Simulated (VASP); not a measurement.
# CdSe (Cadmoselite) (P6_3mc) in VASP: a series of runs

Runs on CdSe (Cadmoselite). Level: HSE06. Tasks: single point.

All numbers are computed with VASP 6.6.1; they aren't measurements. Logs are shortened: lines on timing, memory, paths and dates and some standing lists are left out, and cuts for length are marked.

### Step 1. The structure

Symmetry: P6_3mc, No. 186, hexagonal system. The conventional cell has a = 4.300 Å, b = 4.300 Å, c = 7.020 Å, α = 90.00°, β = 90.00°, γ = 120.00°. Cd (site symmetry 3m) has 4 Se at 2.61 to 2.70 Å as nearest neighbours. Around Se (site symmetry 3m) lie 4 Cd at 2.61 to 2.70 Å.

### Step 2. Single point, HSE06

POSCAR

```
CdSe
1.0
    4.3000000000      0.0000000000      0.0000000000
   -2.1500000000      3.7239092363      0.0000000000
    0.0000000000      0.0000000000      7.0200000000
Cd Se
2 2
Direct
    0.6666666667      0.3333333333      0.5000000000
    0.3333333333      0.6666666667      0.0000000000
    0.6666666667      0.3333333333      0.8850000000
    0.3333333333      0.6666666667      0.3850000000
```

INCAR.step1

```
SYSTEM = CdSe
ALGO = Normal
EDIFF = 1E-5
ENCUT = 400
GGA = PE
ISIF = 2
ISMEAR = 0
LASPH = .TRUE.
LCHARG = .FALSE.
LREAL = .FALSE.
LWAVE = .TRUE.
NBANDS = 26
NELM = 100
NKRED = 3
PREC = Accurate
SIGMA = 0.01
```

INCAR.step2

```
SYSTEM = CdSe
ALGO = Normal
EDIFF = 1E-6
ENCUT = 400
GGA = PE
HFSCREEN = 0.2
ISIF = 2
ISMEAR = 0
ISTART = 1
LASPH = .TRUE.
LCHARG = .FALSE.
LHFCALC = .TRUE.
LREAL = .FALSE.
LWAVE = .FALSE.
NBANDS = 26
NELM = 100
NKRED = 3
PREC = Accurate
PRECFOCK = Fast
SIGMA = 0.01
```

KPOINTS

```
k-points
0
G
  6 6 3
  0 0 0
```

Potentials or basis: VASP PAW PBE potentials, release 64 (Cd, Se).

Started as:

```
$ cat potpaw_PBE.64/Cd/POTCAR potpaw_PBE.64/Se/POTCAR > POTCAR
$ cp INCAR.step1 INCAR
$ mpirun -np 1 vasp_std > vasp.out
$ cp INCAR.step2 INCAR
$ mpirun -np 1 vasp_std > vasp.out
```

OUTCAR:

```text
SYSTEM = CdSe
   EDIFF = 1E-6
   ENCUT = 400
   GGA = PE
   HFSCREEN = 0.2
   ISIF = 2
   ISMEAR = 0
   ISTART = 1
   LASPH = .TRUE.
   LHFCALC = .TRUE.
   LREAL = .FALSE.
   NELM = 100
   NKRED = 3
   PREC = Accurate
   PRECFOCK = Fast

 Found     14 irreducible k-points:

 Following reciprocal coordinates:
            Coordinates               Weight
  0.000000  0.000000  0.000000      1.000000
  0.166667 -0.000000  0.000000      6.000000
  0.333333 -0.000000  0.000000      6.000000
  0.500000 -0.000000  0.000000      3.000000
  0.166667  0.166667  0.000000      6.000000
  0.333333  0.166667  0.000000     12.000000
   k-points           NKPTS =     14   k-points in BZ     NKDIM =    108   number of bands    NBANDS=     26
   number of dos      NEDOS =    301   number of ions     NIONS =      4
   total plane-waves  NPLWV =  37632
   dimension x,y,z NGX =    28 NGY =   28 NGZ =   48
   dimension x,y,z NGXF=    56 NGYF=   56 NGZF=   96
   ions per type =               2   2
   NGX,Y,Z   is equivalent  to a cutoff of  10.83, 10.83, 11.37 a.u.
   NGXF,Y,Z  is equivalent  to a cutoff of  21.65, 21.65, 22.73 a.u.
 SYSTEM =  CdSe
   PREC   = accura    normal or accurate (medium, high low for compatibility)
   ISTART =      1    job   : 0-new  1-cont  2-samecut
   ICHARG =      0    charge: 1-file 2-atom 10-const
   ISPIN  =      1    spin polarized calculation?
   LNONCOLLINEAR =      F non collinear calculations
   LSORBIT =      F    spin-orbit coupling
   LASPH  =      T    aspherical Exc in radial PAW
   ENCUT  =  400.0 eV  29.40 Ry    5.42 a.u.   7.01  7.01 11.45*2*pi/ulx,y,z
   NELM   =    100;   NELMIN=  2; NELMDL=  0     # of ELM steps
   EDIFF  = 0.1E-05   stopping-criterion for ELM
   LREAL  =      F    real-space projection
   EDIFFG = 0.1E-04   stopping-criterion for IOM
   NSW    =      0    number of steps for IOM
   IBRION =     -1    ionic relax: 0-MD 1-quasi-New 2-CG
   NFREE  =      0    steps in history (QN), initial steepest desc. (CG)
   ISIF   =      2    stress and relaxation
   ISYM   =      3    0-nonsym 1-usesym 2-fastsym
   POTIM  = 0.5000    time-step for ionic-motion
   TEBEG  =    0.0;   TEEND  =   0.0 temperature during run
   PSTRESS=    0.0 pullay stress
   NELECT =      36.0000    total number of electrons
   NUPDOWN=      -1.0000    fix difference up-down
   EMIN   =  10.00;   EMAX   =-10.00  energy-range for DOS
   EFERMI =   0.00;   METHOD = LEGACY
   ISMEAR =     0;   SIGMA  =   0.01  broadening in eV -4-tet -1-fermi 0-gaus
   EFERMI_NEDOS =   21; number of points for ismear=-14 and -15
   IALGO  =     38    algorithm
   IMIX   =      1    mixing-type and parameters
     AMIX     =   0.40;   BMIX     =  1.00
     AMIX_MAG =   1.60;   BMIX_MAG =  1.00
  volume/ion in A,a.u.               =      28.10       189.64
  Fermi-wavevector in a.u.,A,eV,Ry     =   1.120059  2.116604 17.068937  1.254531
  Thomas-Fermi vector in A             =   2.256702
   LORBIT       =      0    0 simple, 1 ext, 2 COOP (PROOUT), +10 PAW based schemes
   GGA     = PE    functional components
   LHFCALC =     T    Hartree Fock is set to
   PRECFOCK=fast      Normal, Fast or Accurate (Low or Medium for compatibility)
   ENCUT4O =  -1.0   cutoff for four orbital integrals eV
   NKREDX  =     3    reduce k-point grid by
   NKREDY  =     3    reduce k-point grid by
   NKREDZ  =     3    reduce k-point grid by
   AEXX    =    0.2500 exact exchange contribution
   HFSCREEN=    0.2000 screening length (either q_TF or 0.3 A-1)
   HFSCREENC=   0.2000 screening length for correlation (either q_TF or 0.3 A-1)
   ENCUTFOCK=  -1.0 apply spherical cutoff to Coloumb kernel
   IVDW    =     0    specifies the selected vdW correction
   LEPSILON=     F    determine dielectric tensor
   LRPA    =     F    only Hartree local field effects (RPA)
 non-spin polarized calculation
 Gauss-broadening in eV      SIGMA  =   0.01
  energy-cutoff  :      400.00
  volume of cell :      112.41
 maximum number of plane-waves:      2067
 NGX is ok and might be reduce to    28
  NGX = 16; NGY = 16; NGZ = 28

 number of electron      35.9999993 magnetization

 Free energy of the ion-electron system (eV)
  ---------------------------------------------------
  ext. energy  EPLUGINS =         0.00000000
  ---------------------------------------------------
  free energy    TOTEN  =       -13.99176524 eV

  energy without entropy =      -13.99176524  energy(sigma->0) =      -13.99176524

 E-fermi :   0.3222     XC(G=0):  -7.3817

 val. band max:        0.2408797340   @ k =   0.0000   0.0000   0.0000
 cond. band min:       2.1321711833   @ k =   0.0000   0.0000   0.0000
 fundamental gap:      1.8912914492
 Fermi energy:         0.3222164853

 k-point     1 :       0.0000    0.0000    0.0000
  band No.  band energies     occupation
      1     -13.4287      2.00000
      2     -13.0258      2.00000
      3      -8.8160      2.00000
      4      -8.8160      2.00000
      5      -8.7584      2.00000
      6      -8.7584      2.00000
[... 18 lines left out ...]
     25       8.4861      0.00000
     26       9.2091      0.00000

 k-point     2 :       0.1667   -0.0000    0.0000
  band No.  band energies     occupation
      1     -13.3051      2.00000
      2     -12.9504      2.00000
      3      -8.7829      2.00000
      4      -8.7509      2.00000
      5      -8.7177      2.00000
      6      -8.7028      2.00000
[... 18 lines left out ...]
     25       8.6125      0.00000
     26       9.1397      0.00000

 k-point     3 :       0.3333   -0.0000    0.0000
  band No.  band energies     occupation
      1     -13.1123      2.00000
      2     -12.8828      2.00000
      3      -8.7243      2.00000
      4      -8.7054      2.00000
      5      -8.6317      2.00000
      6      -8.5907      2.00000
[... 18 lines left out ...]
     25       9.2200      0.00000
     26       9.8160      0.00000

 k-point     4 :       0.5000   -0.0000    0.0000
  band No.  band energies     occupation
      1     -13.0316      2.00000
      2     -12.9047      2.00000
      3      -8.7031      2.00000
      4      -8.6876      2.00000
      5      -8.5902      2.00000
      6      -8.5265      2.00000
[... 18 lines left out ...]
     25       9.3044      0.00000
     26      11.1448      0.00000

 k-point     5 :       0.1667    0.1667    0.0000
  band No.  band energies     occupation
      1     -13.1512      2.00000
      2     -12.8853      2.00000
      3      -8.7359      2.00000
      4      -8.7078      2.00000
      5      -8.6455      2.00000
      6      -8.6336      2.00000
[... 18 lines left out ...]
     25       9.2959      0.00000
     26       9.5504      0.00000

 k-point     6 :       0.3333    0.1667    0.0000
  band No.  band energies     occupation
      1     -12.9976      2.00000
      2     -12.8681      2.00000
      3      -8.7119      2.00000
      4      -8.6604      2.00000
      5      -8.5882      2.00000
      6      -8.5615      2.00000
[... 18 lines left out ...]
     25       9.4198      0.00000
     26      10.0357      0.00000

 [... further k-points ...]

------------------------ aborting loop because EDIFF is reached ----------------------------------------

  FORCE on cell =-STRESS in cart. coord.  units (eV):
  Direction    XX          YY          ZZ          XY          YZ          ZX
  --------------------------------------------------------------------------------------
  -------------------------------------------------------------------------------------
  Total        1.1508063      1.1508063     -0.2461881      0.0000000     -0.0000000     -0.0000000
  in kB       16.4024290     16.4024290     -3.5089158      0.0000000     -0.0000000     -0.0000000
  external PRESSURE =       9.7653141 kB  Pullay stress =       0.0000000 kB

 VOLUME and BASIS-vectors are now :
 -----------------------------------------------------------------------------
  energy-cutoff  :      400.00
  volume of cell :      112.41
      direct lattice vectors                 reciprocal lattice vectors
     4.300000000  0.000000000  0.000000000     0.232558140  0.134267504  0.000000000
    -2.150000000  3.723909236  0.000000000     0.000000000  0.268535009  0.000000000
     0.000000000  0.000000000  7.020000000     0.000000000  0.000000000  0.142450142

 POSITION                                       TOTAL-FORCE (eV/Angst)
 -----------------------------------------------------------------------------------
      2.15000      1.24130      3.51000         0.000000     -0.000000      0.276999
     -0.00000      2.48261      0.00000        -0.000000      0.000000      0.276999
      2.15000      1.24130      6.21270         0.000000      0.000000     -0.276999
     -0.00000      2.48261      2.70270         0.000000      0.000000     -0.276999
 -----------------------------------------------------------------------------------
    total drift:                               -0.000000     -0.000000      0.000107

  FREE ENERGIE OF THE ION-ELECTRON SYSTEM (eV)
  ---------------------------------------------------
  free  energy   TOTEN  =       -13.9917652425 eV

  energy  without entropy=      -13.9917652425  energy(sigma->0) =      -13.99176524
```

It took 72 s on 1 thread of Intel Xeon 6975P-C (Granite Rapids), shared host; peak memory 0.32 GiB.

The run converged, but some of its settings lie outside the range that counts as converged, so its numbers aren't taken as properties of the crystal.

Results:

* Free energy: -13.9918 eV
* Pressure: 1.0 GPa
* Largest force: 0.277 eV/Å
* Band gap on the k mesh: 1.89 eV, direct

Caveat: the PAW data sets were made with another functional, which shifts forces and pressure a little.

### Step 3. Single point, HSE06

POSCAR is that of step 2.

INCAR.step1

```
  ALGO = Normal
  EDIFF = 1E-5
  ENCUT = 280
  GGA = PE
  ISIF = 2
  ISMEAR = 0
  LASPH = True
  LREAL = False
  LWAVE = True
  NBANDS = 26
  NELM = 100
  NKRED = 1
  PREC = Accurate
  SIGMA = 0.01
```

INCAR.step2

```
  ALGO = Normal
  EDIFF = 1E-6
  ENCUT = 280
  GGA = PE
  HFSCREEN = 0.2
  ISIF = 2
  ISMEAR = 0
  ISTART = 1
  LASPH = True
  LCHARG = False
  LHFCALC = True
  LREAL = False
  LWAVE = False
  NBANDS = 26
  NELM = 100
  NKRED = 1
  PREC = Accurate
  PRECFOCK = Fast
  SIGMA = 0.01
```

KPOINTS

```
k-points
0
Gamma
  2 2 1
```

Potentials or basis: VASP PAW PBE potentials, release 64 (Cd, Se).

Started as:

```
$ cat potpaw_PBE.64/Cd/POTCAR potpaw_PBE.64/Se/POTCAR > POTCAR
$ cp INCAR.step1 INCAR
$ mpirun -np 1 vasp_std > vasp.out
$ cp INCAR.step2 INCAR
$ mpirun -np 1 vasp_std > vasp.out
```

OUTCAR:

```text
EDIFF = 1E-6
   ENCUT = 280
   GGA = PE
   HFSCREEN = 0.2
   ISIF = 2
   ISMEAR = 0
   ISTART = 1
   LASPH = True
   LHFCALC = True
   LREAL = False
   NELM = 100
   NKRED = 1
   PREC = Accurate
   PRECFOCK = Fast

 Found      2 irreducible k-points:

 Following reciprocal coordinates:
            Coordinates               Weight
  0.000000  0.000000  0.000000      1.000000
  0.500000 -0.000000  0.000000      3.000000
   k-points           NKPTS =      2   k-points in BZ     NKDIM =      4   number of bands    NBANDS=     26
   number of dos      NEDOS =    301   number of ions     NIONS =      4
   total plane-waves  NPLWV =  23040
   dimension x,y,z NGX =    24 NGY =   24 NGZ =   40
   dimension x,y,z NGXF=    48 NGYF=   48 NGZF=   80
   ions per type =               2   2
   NGX,Y,Z   is equivalent  to a cutoff of   9.28,  9.28,  9.47 a.u.
   NGXF,Y,Z  is equivalent  to a cutoff of  18.56, 18.56, 18.95 a.u.
 SYSTEM =  unknown system
   PREC   = accura    normal or accurate (medium, high low for compatibility)
   ISTART =      1    job   : 0-new  1-cont  2-samecut
   ICHARG =      0    charge: 1-file 2-atom 10-const
   ISPIN  =      1    spin polarized calculation?
   LNONCOLLINEAR =      F non collinear calculations
   LSORBIT =      F    spin-orbit coupling
   LASPH  =      T    aspherical Exc in radial PAW
   ENCUT  =  280.0 eV  20.58 Ry    4.54 a.u.   5.87  5.87  9.58*2*pi/ulx,y,z
   NELM   =    100;   NELMIN=  2; NELMDL=  0     # of ELM steps
   EDIFF  = 0.1E-05   stopping-criterion for ELM
   LREAL  =      F    real-space projection
   EDIFFG = 0.1E-04   stopping-criterion for IOM
   NSW    =      0    number of steps for IOM
   IBRION =     -1    ionic relax: 0-MD 1-quasi-New 2-CG
   NFREE  =      0    steps in history (QN), initial steepest desc. (CG)
   ISIF   =      2    stress and relaxation
   ISYM   =      3    0-nonsym 1-usesym 2-fastsym
   POTIM  = 0.5000    time-step for ionic-motion
   TEBEG  =    0.0;   TEEND  =   0.0 temperature during run
   PSTRESS=    0.0 pullay stress
   NELECT =      36.0000    total number of electrons
   NUPDOWN=      -1.0000    fix difference up-down
   EMIN   =  10.00;   EMAX   =-10.00  energy-range for DOS
   EFERMI =   0.00;   METHOD = LEGACY
   ISMEAR =     0;   SIGMA  =   0.01  broadening in eV -4-tet -1-fermi 0-gaus
   EFERMI_NEDOS =   21; number of points for ismear=-14 and -15
   IALGO  =     38    algorithm
   IMIX   =      1    mixing-type and parameters
     AMIX     =   0.40;   BMIX     =  1.00
     AMIX_MAG =   1.60;   BMIX_MAG =  1.00
  volume/ion in A,a.u.               =      28.10       189.64
  Fermi-wavevector in a.u.,A,eV,Ry     =   1.120059  2.116604 17.068937  1.254531
  Thomas-Fermi vector in A             =   2.256702
   LORBIT       =      0    0 simple, 1 ext, 2 COOP (PROOUT), +10 PAW based schemes
   GGA     = PE    functional components
   LHFCALC =     T    Hartree Fock is set to
   PRECFOCK=fast      Normal, Fast or Accurate (Low or Medium for compatibility)
   ENCUT4O =  -1.0   cutoff for four orbital integrals eV
   NKREDX  =     1    reduce k-point grid by
   NKREDY  =     1    reduce k-point grid by
   NKREDZ  =     1    reduce k-point grid by
   AEXX    =    0.2500 exact exchange contribution
   HFSCREEN=    0.2000 screening length (either q_TF or 0.3 A-1)
   HFSCREENC=   0.2000 screening length for correlation (either q_TF or 0.3 A-1)
   ENCUTFOCK=  -1.0 apply spherical cutoff to Coloumb kernel
   IVDW    =     0    specifies the selected vdW correction
   LEPSILON=     F    determine dielectric tensor
   LRPA    =     F    only Hartree local field effects (RPA)
 non-spin polarized calculation
 Gauss-broadening in eV      SIGMA  =   0.01
  energy-cutoff  :      280.00
  volume of cell :      112.41
 maximum number of plane-waves:      1208
 NGX is ok and might be reduce to    24
  NGX = 14; NGY = 14; NGZ = 24

 number of electron      35.9999993 magnetization

 Free energy of the ion-electron system (eV)
  ---------------------------------------------------
  ext. energy  EPLUGINS =         0.00000000
  ---------------------------------------------------
  free energy    TOTEN  =       -13.00066665 eV

  energy without entropy =      -13.00066665  energy(sigma->0) =      -13.00066665

 E-fermi :   0.4618     XC(G=0):  -7.3363

 val. band max:        0.4058048010   @ k =   0.0000   0.0000   0.0000
 cond. band min:       2.1794294870   @ k =   0.0000   0.0000   0.0000
 fundamental gap:      1.7736246860
 Fermi energy:         0.4617566754

 k-point     1 :       0.0000    0.0000    0.0000
  band No.  band energies     occupation
      1     -13.2330      2.00000
      2     -12.8255      2.00000
      3      -8.8415      2.00000
      4      -8.8414      2.00000
      5      -8.7863      2.00000
      6      -8.7861      2.00000
[... 18 lines left out ...]
     25       8.5174      0.00000
     26       9.3196      0.00000

 k-point     2 :       0.5000   -0.0000    0.0000
  band No.  band energies     occupation
      1     -12.8296      2.00000
      2     -12.7020      2.00000
      3      -8.7330      2.00000
      4      -8.7253      2.00000
      5      -8.6206      2.00000
      6      -8.5656      2.00000
[... 18 lines left out ...]
     25       9.3783      0.00000
     26      11.2001      0.00000

------------------------ aborting loop because EDIFF is reached ----------------------------------------

  FORCE on cell =-STRESS in cart. coord.  units (eV):
  Direction    XX          YY          ZZ          XY          YZ          ZX
  --------------------------------------------------------------------------------------
  -------------------------------------------------------------------------------------
  Total        3.7807132      3.7807132     -3.0434087      0.0000000      0.0000000      0.0000000
  in kB       53.8864608     53.8864608    -43.3776682      0.0000000      0.0000000      0.0000000
  external PRESSURE =      21.4650845 kB  Pullay stress =       0.0000000 kB

 VOLUME and BASIS-vectors are now :
 -----------------------------------------------------------------------------
  energy-cutoff  :      280.00
  volume of cell :      112.41
      direct lattice vectors                 reciprocal lattice vectors
     4.300000000  0.000000000  0.000000000     0.232558140  0.134267504  0.000000000
    -2.150000000  3.723909236  0.000000000     0.000000000  0.268535009  0.000000000
     0.000000000  0.000000000  7.020000000     0.000000000  0.000000000  0.142450142

 POSITION                                       TOTAL-FORCE (eV/Angst)
 -----------------------------------------------------------------------------------
      2.15000      1.24130      3.51000         0.000000     -0.000000      0.386871
     -0.00000      2.48261      0.00000        -0.000000      0.000000      0.386871
      2.15000      1.24130      6.21270        -0.000000      0.000000     -0.386871
     -0.00000      2.48261      2.70270         0.000000     -0.000000     -0.386871
 -----------------------------------------------------------------------------------
    total drift:                                0.000000      0.000001     -0.000668

  FREE ENERGIE OF THE ION-ELECTRON SYSTEM (eV)
  ---------------------------------------------------
  free  energy   TOTEN  =       -13.0006666464 eV

  energy  without entropy=      -13.0006666464  energy(sigma->0) =      -13.00066665
```

Wall time 40 s (1 thread of Intel Xeon Platinum 8488C (Sapphire Rapids), shared host); peak memory 0.25 GiB.

The run converged, but some of its settings lie outside the range that counts as converged, so its numbers aren't taken as properties of the crystal.

What came out:

* Free energy: -13.0007 eV
* Largest force: 0.387 eV/Å
* Band gap on the k mesh: 1.77 eV, direct

Caveat: the k mesh is coarse (spacing up to 0.90 Å⁻¹), so the values aren't converged, least of all with exact exchange; the cutoff is under 1.25 times the usual one of these potentials, so pressure, stress and relaxed cells hold a basis-set (Pulay) error; the PAW data sets were made with another functional, which shifts forces and pressure a little.

[end of part 1 of 2]
